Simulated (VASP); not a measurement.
Ti:

```xyz
1
Lattice="-1.6410 1.6410 1.6410 1.6410 -1.6410 1.6410 1.6410 1.6410 -1.6410" Properties=species:S:1:pos:R:3 pbc="T T T"
Ti    0.0000    0.0000    0.0000
```

This isn't the form of Ti at room conditions, which is hcp.

* Program: VASP 6.6.1
* Task: single point
* Functional: PBEsol
* Potentials or basis: VASP PAW PBE potentials, release 64 (Ti_sv)
* Cutoff: 520 eV
* k mesh: 11 × 11 × 11
* Occupations: fermi-dirac, width 0.05 eV
* Spin: no spin polarisation

On this cell: pressure -7.0 GPa; band gap on the k mesh none (metal or under the smearing width).

The same run follows on a disturbed copy (cell strained at random at fixed volume):

```xyz
1
Lattice="-1.6651 1.6614 1.5991 1.6804 -1.7051 1.6580 1.6045 1.6445 -1.6428" Properties=species:S:1:pos:R:3 pbc="T T T"
Ti    0.0349   -0.0129   -0.0109
```

**Question.** What does the disturbed cell give?

**Answer.** The energy (extrapolated to zero smearing) moves by +2.4 meV/atom; pressure -6.9 GPa; band gap on the k mesh none (metal or under the smearing width).

Stress tensor (GPa, compression positive):
```
-6.88  1.22 -0.57
 1.22 -6.50  0.93
-0.57  0.93 -7.31
```

Caveats: the PAW data sets were made with another functional, which shifts forces and pressure a little.
